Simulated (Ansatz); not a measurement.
# 1T-PtSTe monolayer in a perpendicular field, part 2 of 2

Wanted: the out-of-plane response of the 1T-PtSTe monolayer. A positive field points along +c.

Ansatz 0.2.0; plane-wave DFT, PBE-D3(BJ), Ansatz PAW (set soft_1); PAW set soft_1.

So far. Step 2 (Relaxation): The lattice constant a goes from 3.795 to 3.764 Å.

**3. Atoms held, field 0**

A sawtooth potential applies the field, turning back in the middle of the vacuum. With the dipole correction the typed value is the field outside the slab. The induced dipole is small, so the SCF threshold is tight.

The cell differs from the one that the last finished run ended in (c 35.638 → 20.662 Å).

Contents of input.yaml:

```yaml
crystal:
  lattice:
    - [3.7643383072, 0.0, 0.0]
    - [-1.8821691536, 3.2600126024, 0.0]
    - [0.0, 0.0, 20.6616875424]
  atoms:
    - { symbol: Te, position: [0.6666666667, 0.3333333333, 0.4355888154] }
    - { symbol: Pt, position: [0.0, 0.0, 0.5062960648] }
    - { symbol: S, position: [0.3333333333, 0.6666666667, 0.5644111846] }
kpoints:
  mp_grid: { grid: [12, 12, 1] }
  band_path:
    path: [[0, 0, 0], [0.5, 0, 0], [0.33333333, 0.33333333, 0], [0, 0, 0]]
    npoints: 16
hamiltonian:
  xc: pbe
  dispersion: d3bj
  pseudopotentials: { kind: paw, azcp: { folder: soft_1 } }
scf:
  occupations: { method: fermi_dirac, width: 0.02585 }
  convergence: { dr2_threshold: 1.0e-10 }
efield:
  axis: 3
  dipole_correction: true
  ramp_position: 0.97
  ramp_width: 0.06
  amplitude: 0
output:
  dos: { projected: true, e_range: [-6, 5] }
  write_potential: true
  write_density: true
  volumetric_format: npy
  elf: true
```

The run is started by

```
$ ansatz run input.yaml --threads 2 --pin off --max-ram 3072MiB --backend cpu --events-out ev --progress --plain --runs-dir out
```

Numbers of over 12 decimals in the logs are rounded to 6 here.

What it wrote:

```text
[...]
Crystal: 3 atoms, lattice volume = 253.556 Å³
Basis set: ecut = 420 eV, 4965 PW (Γ)
Bands: 24, of which v1, the nominal top of the filled ones, is band 20 counted from 1 (19 counted from 0)
Symmetry: 6 space group operations
[...]
k-points: 19 of 144 (time reversal used)
[...]
SCF iter   1: F=—  HF=-20409.581867 eV  |F-HF|=—  |Δ(HF+E_count)|=         —  Δρ=3.93e-2  dr2=5.67e0  ethr=3.10e-3  p=0.000 e·Å  D=2.25e-7 V/Å  ΔV_dip=-0.00 eV  dr2_dipole=3.49e-1  V_vac-E_F(+/−)=4.93/4.93 eV  ⟨swp⟩=10.7  Hψ=2900  notcnv=0
efield: sawtooth ramp at fractional position 0.9700 (set: `efield.ramp_position`, or a place that a band, a saddle search or an elastic batch's reference lends), width 0.0600; the density the first Hamiltonian is built on has a dipole p = 0.000 e·Å; the dipole correction subtracts the counter field D = 2.25e-7 V/Å, which shifts the + side's vacuum level by -0.00 eV against the − side's; the planar-averaged density in the ramp window peaks in size at 3.9e-6 e/Å³
[...]
SCF iter   2: F=—  HF=-20409.241198 eV  |F-HF|=—  |Δ(HF+E_count)|=   3.41e-1  Δρ=2.52e-2  dr2=5.94e0  ethr=3.10e-3  p=-0.191 e·Å  D=-1.36e-1 V/Å  ΔV_dip=2.82 eV  dr2_dipole=8.25e-1  V_vac-E_F(+/−)=6.73/3.92 eV  ⟨swp⟩=4.8  Hψ=1317  notcnv=0
[...]
SCF iter  13: F=-20408.573124 eV  HF=-20408.573124 eV  |F-HF|=5.09e-11  |Δ(HF+E_count)|=  6.55e-11  Δρ=6.53e-8  dr2=2.57e-11  ethr=1.00e-12  p=-0.103 e·Å  D=-7.37e-2 V/Å  ΔV_dip=1.52 eV  dr2_dipole=2.54e-12  V_vac-E_F(+/−)=5.81/4.29 eV  ⟨swp⟩=4.4  Hψ=1487  notcnv=0
SCF 1 converged in 13 iterations: F = -20408.573124 eV  dr2 = 2.57e-11
[...]
NSCF: frozen V_eff on 49 k-points
efield: sawtooth ramp at fractional position 0.9700 (kept from the solve that this one continues, or follows in the run), width 0.0600; the density the first Hamiltonian is built on has a dipole p = -0.103 e·Å; the dipole correction subtracts the counter field D = -7.37e-2 V/Å, which shifts the + side's vacuum level by +1.52 eV against the − side's; the planar-averaged density in the ramp window peaks in size at 3.8e-6 e/Å³
WARN: The output density's exchange-correlation potential varies sharply where the density is thin. Do not read a vacuum level from v_tot or v_xc, or from such a field of the output density. On a cell that repeats whose density bears no net charge and no dipole along the vacuum's axis use v_es (v_loc + v_h of the components); under efield.dipole_correction with no amplitude use v_es + v_field, which holds any externa [...]
SCF converged after 13 iterations
Free energy (F): -20408.573124 eV
[...]
Internal energy: -20408.573124 eV  (E = F + TS)
E sigma→0 (E₀):  -20408.573124 eV
Fermi energy:    -0.652697 eV
Dipole field:    D = -0.073659 V/Å  (p = -0.103214 e·Å, saw-weighted, corrected)
Work function:   Φ+ = 5.8097 eV   Φ− = 4.2878 eV
Levels:          The Fermi level and band energies are counted from a zero that moves with the ramp; work functions are not
[...]
--- Band table (eV; the first three rows and the last of 19) ---
  k-point 0: bands = [... 16 lower, -2.8842, -1.5956, -1.1322, -1.1322, 1.8021, 1.8021, 2.7897, 3.8667]
  k-point 1: bands = [... 16 lower, -2.9637, -1.6874, -1.1494, -1.1492, 1.2696, 1.6678, 2.9662, 4.0852]
  k-point 2: bands = [... 16 lower, -3.2559, -1.8205, -1.2680, -1.1374, 0.3817, 1.4248, 3.3663, 4.4567]
  k-point 18: bands = [... 16 lower, -4.1814, -3.2326, -2.5399, -2.1166, -0.2413, 1.0161, 3.9919, 5.8371]
```

Run time: 15 s. Hardware: 2 threads of Arm Neoverse V1, shared host; peak memory 0.51 GiB; 30 s of CPU time.

The column dr2 measures how far the density is from self-consistency, as an energy; F and HF (Harris–Foulkes) agree once it is small.

Numbers from this step:

```
dipole along the normal            : -0.1032 e·Å
gap along the path                 : 0.8653 eV
smallest direct gap along the path : 1.288 eV
step between the vacuum levels     : 1.522 eV
ionisation energy, upper face      : 6.264 eV
electron affinity, upper face      : 5.398 eV
ionisation energy, lower face      : 4.742 eV
gap, the smaller of path and mesh  : 0.8653 eV
```

Running mean over a fixed 2.7 Å (it still follows the layers) of the planar mean; the ramp of the sawtooth is left out. Table of electron's electrostatic potential energy less the Fermi level by z:

z (Å), electron's electrostatic potential energy less the Fermi level (eV) and a bar from the least value:
```
      3.0       4.29 ###########################
      3.5       4.29 ###########################
      4.0       4.29 ###########################
      4.5       4.29 ###########################
      5.0       4.28 ###########################
      5.5       4.26 ###########################
      6.0       4.20 ###########################
      6.5       3.93 ##########################
      7.0       2.92 ########################
      7.5       1.04 ####################
      8.0      -0.91 ################
      8.5      -3.23 ############
      9.0      -5.88 ######
      9.5      -8.25 ##
     10.0      -9.00 
     10.5      -8.95 
     11.0      -7.91 ##
     11.5      -5.47 #######
     12.0      -2.30 ##############
     12.5       0.63 ####################
     13.0       2.97 ########################
     13.5       4.80 ############################
     14.0       5.59 ##############################
     14.5       5.76 ##############################
     15.0       5.80 ##############################
     15.5       5.81 ##############################
     16.0       5.81 ##############################
     16.5       5.81 ##############################
     17.0       5.81 ##############################
     17.5       5.81 ##############################
```

The density of states has structure finer than the step of the table below, so its rows give means over 0.2 eV, whole bins alone (the curve runs from -6 to 2.41 eV). Peaks (eV: height): -5.75: 13.4, -5.39: 11.5, -4.18: 9.90, -3.85: 10.3, -2.94: 12.9, -0.49: 15.9, 1.69: 11.5.

Density of states against energy, zero at the Fermi level of the run, which the smearing sets inside the gap; means over each step:

energy (eV), density of states (states/eV a cell) and a bar:
```
     -5.8        4.1 ##################
     -5.6        2.0 #########
     -5.4        6.9 ##############################
     -5.2        3.6 ################
     -5.0        5.2 #######################
     -4.8        2.2 ##########
     -4.6        0.1 #
     -4.4        4.2 ###################
     -4.2        4.7 #####################
     -4.0        2.2 #########
     -3.8        5.7 #########################
     -3.6        2.6 ###########
     -3.4        1.5 ######
     -3.2        1.4 ######
     -3.0        4.9 #####################
     -2.8        3.1 ##############
     -2.6        2.7 ############
     -2.4        1.6 #######
     -2.2        2.4 ##########
     -2.0        3.9 #################
     -1.8        1.7 #######
     -1.6        2.2 ##########
     -1.4        3.3 ##############
     -1.2        3.3 ##############
     -1.0        2.3 ##########
     -0.8        1.9 ########
     -0.6        2.7 ############
     -0.4        1.7 #######
     -0.2        0.0 
      0.0        0.0 
      0.2        0.0 
      0.4        0.3 #
      0.6        1.1 #####
      0.8        3.0 #############
      1.0        2.5 ###########
      1.2        1.3 ######
      1.4        1.8 ########
      1.6        3.8 #################
      1.8        4.2 ##################
      2.0        1.7 #######
      2.2        0.5 ##
```

Projected DOS per atom over height of the atomic layer and energy from the Fermi level. Layers: Te Pt S from below.

Values in states/eV, 22 rows by 3 columns, each cell a mean:
```
0.23 0.10 0.10
1.35 0.82 0.88
1.05 0.73 0.76
0.63 0.50 0.52
0.75 0.65 0.70
0.09 0.08 0.09
0.00 0.00 0.00
0.49 0.25 1.02
0.61 0.38 0.94
1.02 0.83 1.37
0.68 0.67 0.94
1.06 1.02 0.94
0.61 0.72 0.42
0.80 2.84 0.48
0.25 1.87 0.23
0.25 1.53 0.28
0.35 2.70 0.81
0.80 2.24 1.08
0.40 0.67 0.19
1.00 2.04 1.03
0.87 3.15 1.16
0.79 1.48 0.53
```
Columns: height of the atomic layer (Å) from 9 to 11.7 (not evenly spaced); rows upwards: energy from the Fermi level (eV) from -5.96 to 2.41.

The electronic bands at the labelled points (eV, zero at the Fermi level of the run, which the smearing sets inside the gap):

```tsv
point	band 17	band 18	band 19	band 20	band 21	band 22	band 23	band 24
Γ	-2.23	-0.94	-0.48	-0.48	2.45	2.45	3.44	4.52
halfway	-2.87	-1.43	-0.94	-0.71	0.70	1.95	4.50	4.66
M	-3.05	-2.68	-2.32	-1.85	1.67	2.03	3.53	5.20
halfway	-3.24	-2.77	-2.05	-1.43	0.90	1.76	4.22	6.42
K	-3.53	-2.58	-1.89	-1.46	0.41	1.67	4.64	6.49
halfway	-2.93	-1.60	-1.42	-0.54	0.95	1.23	4.81	5.33
Γ	-2.23	-0.94	-0.48	-0.48	2.45	2.45	3.44	4.52
```

Electrostatic potential energy in the ca plane at fractional y = 0.000, with atoms of Pt within 0.2 Å of it. With pseudopotentials it is smooth inside the atoms' cores, unlike the true potential.

Ten even steps from '0' (-42 eV) to '9' (5 eV), each cell a mean:
```
99999999999999999840000589999999999999999999
99999999999999999873003799999999999999999999
99999999999999988887667899999999999999999999
99999999999999887788888889999999999999999999
99999999999999876678999888999999999999999999
99999999999999877788999889999999999999999999
99999999999999988888888899999999999999999999
99999999999999998875335899999999999999999999
99999999999999999850000689999999999999999999
99999999999999999830000489999999999999999999
```
Columns run along c (16.0 Å, from fractional 0.15 to 0.92 of the cell; values clipped at the 3rd and 97th percentile), rows up along a (3.8 Å). Atoms in or near the plane, at fractional coordinates: Pt at (0.51, 0.00).

ELF in the ca plane at fractional y = 0.000, with atoms of Pt within 0.2 Å of it. It is the smooth field of the valence electrons, not physical close to the nuclei.

Values, 6 rows by 16 columns, each cell a mean:
```
0.00 0.00 0.00 0.00 0.00 0.01 0.07 0.26 0.51 0.47 0.16 0.02 0.00 0.00 0.00 0.00
0.00 0.00 0.00 0.00 0.01 0.11 0.38 0.46 0.35 0.32 0.34 0.12 0.01 0.00 0.00 0.00
0.00 0.00 0.00 0.00 0.03 0.30 0.66 0.51 0.30 0.39 0.63 0.35 0.04 0.00 0.00 0.00
0.00 0.00 0.00 0.00 0.02 0.25 0.61 0.52 0.32 0.37 0.57 0.29 0.03 0.00 0.00 0.00
0.00 0.00 0.00 0.00 0.01 0.06 0.25 0.38 0.39 0.34 0.24 0.06 0.01 0.00 0.00 0.00
0.00 0.00 0.00 0.00 0.00 0.01 0.05 0.25 0.55 0.52 0.17 0.01 0.00 0.00 0.00 0.00
```
Columns run along c (16.0 Å, from fractional 0.08 to 0.86 of the cell), rows up along a (3.8 Å). Atoms in or near the plane, at fractional coordinates: Pt at (0.51, 0.00).

Valence density in the ca plane at fractional y = 0.000, with atoms of Pt within 0.2 Å of it. It is the smooth field of the valence electrons, not physical close to the nuclei.

Ten steps, logarithmic in the rise over the least value, from '0' (0 e/Å³) to '9' (11 e/Å³), each cell a mean:
```
00000000000000011358998521000000000000000000
00000000000000011246776321000000000000000000
00000000000000112233443221100000000000000000
00000000000001123332222222100000000000000000
00000000000001223322222222100000000000000000
00000000000001123322222222100000000000000000
00000000000000122233333221100000000000000000
00000000000000112235664321000000000000000000
00000000000000011247897421000000000000000000
00000000000000001368998521000000000000000000
```
Columns run along c (16.0 Å, from fractional 0.15 to 0.92 of the cell), rows up along a (3.8 Å). Atoms in or near the plane, at fractional coordinates: Pt at (0.51, 0.00).

The gap is 0.87 eV, with the valence edge 6.26 eV and the conduction edge 5.40 eV under the upper vacuum level. Spin-orbit coupling, left out in this run, matters for the bands of elements this heavy.

**4. Single point, field 0.1 V/Å**

Changes to input.yaml since step 3:

```diff
@@ -24,7 +24,6 @@
   dipole_correction: true
-  ramp_position: 0.97
-  ramp_width: 0.06
-  amplitude: 0
+  ramp_position: 0.9395
+  ramp_width: 0.105
+  amplitude: 0.1
 output:
-  dos: { projected: true, e_range: [-6, 5] }
   write_potential: true
@@ -32,2 +31 @@
   volumetric_format: npy
-  elf: true
```

What it wrote:

```text
[...]
Crystal: 3 atoms, lattice volume = 253.556 Å³
Basis set: ecut = 420 eV, 4965 PW (Γ)
Bands: 24, of which v1, the nominal top of the filled ones, is band 20 counted from 1 (19 counted from 0)
Symmetry: 6 space group operations
[...]
k-points: 19 of 144 (time reversal used)
[...]
--- Band table (eV; the first three rows and the last of 19) ---
  k-point 0: bands = [... 16 lower, -2.8863, -1.5793, -1.1230, -1.1230, 1.8083, 1.8083, 2.6463, 3.6387]
  k-point 1: bands = [... 16 lower, -2.9632, -1.6792, -1.1401, -1.1353, 1.2759, 1.6741, 2.8026, 3.8338]
  k-point 2: bands = [... 16 lower, -3.2508, -1.8201, -1.2590, -1.1211, 0.3880, 1.4312, 3.1732, 4.2412]
  k-point 18: bands = [... 16 lower, -4.1743, -3.2219, -2.5361, -2.1053, -0.2365, 1.0240, 3.9828, 5.7963]
[key lines of the parts left out:]
SCF converged after 12 iterations
Free energy (F): -20408.564510 eV
Fermi energy:    -0.643077 eV
Dipole field:    D = -0.049290 V/Å  (p = -0.069067 e·Å, saw-weighted, corrected)
```

Elapsed: 15 s, on 2 threads; peak memory 0.47 GiB; 29 s of CPU time.

The dipole is -0.0691 e·Å, 0.0341 e·Å from its value without field, and the gap 0.855 eV.

**5. Atoms held, field -0.1 V/Å**

Changes to input.yaml since step 4:

```diff
@@ -26,3 +26,3 @@
   ramp_width: 0.105
-  amplitude: 0.1
+  amplitude: -0.1
 output:
```

What it wrote:

```text
[...]
Crystal: 3 atoms, lattice volume = 253.556 Å³
Basis set: ecut = 420 eV, 4965 PW (Γ)
Bands: 24, of which v1, the nominal top of the filled ones, is band 20 counted from 1 (19 counted from 0)
Symmetry: 6 space group operations
[...]
k-points: 19 of 144 (time reversal used)
[...]
--- Band table (eV; the first three rows and the last of 19) ---
  k-point 0: bands = [... 16 lower, -2.8591, -1.5888, -1.1183, -1.1183, 1.8190, 1.8190, 2.9231, 4.0689]
  k-point 1: bands = [... 16 lower, -2.9413, -1.6726, -1.1404, -1.1353, 1.2864, 1.6847, 3.1198, 4.3026]
  k-point 2: bands = [... 16 lower, -3.2380, -1.7979, -1.2539, -1.1307, 0.3985, 1.4415, 3.5510, 4.5588]
  k-point 18: bands = [... 16 lower, -4.1654, -3.2201, -2.5205, -2.1047, -0.2230, 1.0312, 4.0234, 5.8970]
[key lines of the parts left out:]
SCF converged after 13 iterations
Free energy (F): -20408.585150 eV
Fermi energy:    -0.639098 eV
Dipole field:    D = -0.097981 V/Å  (p = -0.137294 e·Å, saw-weighted, corrected)
```

Elapsed: 15 s, on 2 threads; peak memory 0.46 GiB; 29 s of CPU time.

The dipole is -0.137 e·Å, -0.0341 e·Å from its value without field, and the gap 0.876 eV.

**6. Response, atoms held**

This step: plane-wave DFT, PBE-D3(BJ), Ansatz PAW (set soft_1); response to a field along the normal, atoms held; PAW set soft_1 (Ansatz 0.2.0).

The dipoles give the slope, and the difference of two potentials shows where the field is screened.

Numbers from this step:

| Item | Value |
| --- | --- |
| equivalent conductor thickness p/(ε₀AE) | 5.030 Å |
| distance between the outer atoms | 2.662 Å |

The dipole of the cell by applied field:

```tsv
applied field (V/Å)	dipole of the cell (e·Å)
-0.1000	-0.137
0.0000	-0.103
0.1000	-0.0691
```

Local field over the applied field, running mean. From the potentials at -0.1 and 0.1 V/Å; running mean over 2.5 Å. The local field over applied field by z:

```tsv
z (Å)	local field over applied field
4.5	0.995
5.0	0.988
5.5	0.970
6.0	0.928
6.5	0.844
7.0	0.707
7.5	0.542
8.0	0.369
8.5	0.210
9.0	0.0940
9.5	0.0354
10.0	0.0130
10.5	0.0196
11.0	0.0611
11.5	0.149
12.0	0.288
12.5	0.459
13.0	0.634
13.5	0.791
14.0	0.903
14.5	0.962
15.0	0.986
15.5	0.995
16.0	0.998
16.5	0.999
```

Electrons, planar mean, per unit field. Induced electron density against z:

z (Å), induced electron density (e/Å³ per V/Å) and a bar from the least value:
```
     4.02    0.00001 ###############
     4.45    0.00002 ###############
     4.88    0.00004 ################
     5.31    0.00010 ################
     5.74    0.00023 ################
     6.17    0.00049 ##################
     6.60    0.00100 ####################
     7.03    0.00187 ########################
     7.46    0.00294 #############################
     7.89    0.00308 ##############################
     8.32    0.00143 ######################
     8.75    0.00105 ####################
     9.18    0.00065 ##################
     9.61    0.00015 ################
    10.04   -0.00024 ##############
    10.62   -0.00026 ##############
    11.05   -0.00009 ###############
    11.48   -0.00106 ##########
    11.91   -0.00146 ########
    12.34   -0.00301 #
    12.77   -0.00321 
    13.20   -0.00198 ######
    13.63   -0.00097 ###########
    14.06   -0.00043 #############
    14.49   -0.00018 ##############
    14.92   -0.00007 ###############
    15.35   -0.00003 ###############
    15.78   -0.00001 ###############
    16.21    0.00000 ###############
    16.64    0.00000 ###############
```

The smaller of the gaps on the path and on the k-mesh, counted as 0 under 0.03 eV. Gap against applied field:

```tsv
applied field (V/Å)	gap (eV)
-0.1000	0.875
0.0000	0.865
0.1000	0.855
```

By hand: between -0.1 and 0.1 V/Å the dipole changes by 0.06823 e·Å, a slope of 0.3411 e·Å²/V. A perfect conductor of thickness t has p = ε₀AEt, so t = 180.95 × 0.3411 / 12.272 = 5.03 Å (e/ε₀ = 180.95 V·Å, A in Å²).

The induced dipole is that of a conductor 5.03 Å thick.

**7. What came out**

| Property | Result |
| --- | --- |
| gap without field | 0.865 eV |
| ionisation energy, upper face | 6.26 eV |
| electron affinity, upper face | 5.40 eV |
| step between the vacuum levels | 1.52 eV |
| equivalent conductor thickness, atoms held | 5.03 Å |

**Reading.** The induced dipole equals that of a perfect conductor 5.03 Å thick, while the outer atoms lie 2.66 Å apart; an out-of-plane ε follows only once a thickness t is chosen, by 1 − 1/ε = 5.03 Å / t. The two faces differ: the vacuum level above lies 1.52 eV higher than the one below. The gap goes from 0.87 eV to 0.88 eV at -0.1 V/Å. Semilocal functionals give gaps that are too small, and excitons are not included. Spin-orbit coupling is left out, which matters for the bands of elements this heavy.

[Logs are printed without paths, hosts, clocks, repeated set-up lines and the standing remarks that a program may print on its own settings, such as how far it seeks lower states.]

[Hosts, paths, dates, database ids (printed as entryN), source tags and the programs' standing remarks are cut or masked in the printed files.]

[Maps of the electrostatic potential energy from Ansatz leave out the sawtooth potential of an applied field or a dipole correction, so their vacuum need not be flat; planar profiles and work functions include it.]

[The density of states shown here was stored with 400 of the rows of the run's finer table, so its peaks can read low, often by over a quarter, or be missed, and its means over a window can be off by a tenth or more.]
